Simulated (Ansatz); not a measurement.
# MnAs in Ansatz: the effect of exact exchange

Crystal: MnAs.

```xyz
4
Lattice="3.7100 0.0000 0.0000 -1.8550 3.2130 0.0000 0.0000 0.0000 5.6910" Properties=species:S:1:pos:R:3 pbc="T T T"
As    1.8550    1.0710    4.2683
As    0.0000    2.1420    1.4227
Mn    0.0000    0.0000    2.8455
Mn    0.0000    0.0000    0.0000
```

Alike in all runs:

```yaml
Program: Ansatz 0.2.0
Task: single point
Functional: HSE06 form with a typed share of exact exchange
Potentials_or_basis: Ansatz PAW
Cutoff: "420 eV (not typed: the program's choice for these potentials)"
k_mesh: 4 × 4 × 3
Occupations: fermi-dirac, width 0.05 eV
Spin: collinear spin, ferromagnetic start
Starting_moments: "[0.0, 0.0, 4.0, 4.0] μB"
```

```csv
exact exchange,pressure (GPa),moment (μB)
0.15,4.3,7.45
0.2,6.9,7.71
0.25,9.2,7.96
0.3,?,?
0.4,12.5,8.04
0.5,13.7,8.04
```

What does the run with exact exchange 0.3 give?

Pressure 10.2 GPa; moment 7.98 μB.

Worked out: A parabola through the other rows of the pressure, of slope 29.7 GPa per unit of exact exchange there, gives 10.6 GPa, against the run's 10.2. A parabola through the other rows of the moment, of slope 2.02 μB per unit of exact exchange there, gives 8.01 μB, against the run's 7.98.

Caveats: all runs use coarse meshes; the magnetic or orbital state may not be the lowest; only a ferromagnetic start was run, and an antiferromagnetic order may lie lower in energy; the PAW data sets come from PBE, with cores solved anew for the run's functional, which leaves a small shift of forces and pressure; the thresholds are loose for stress.
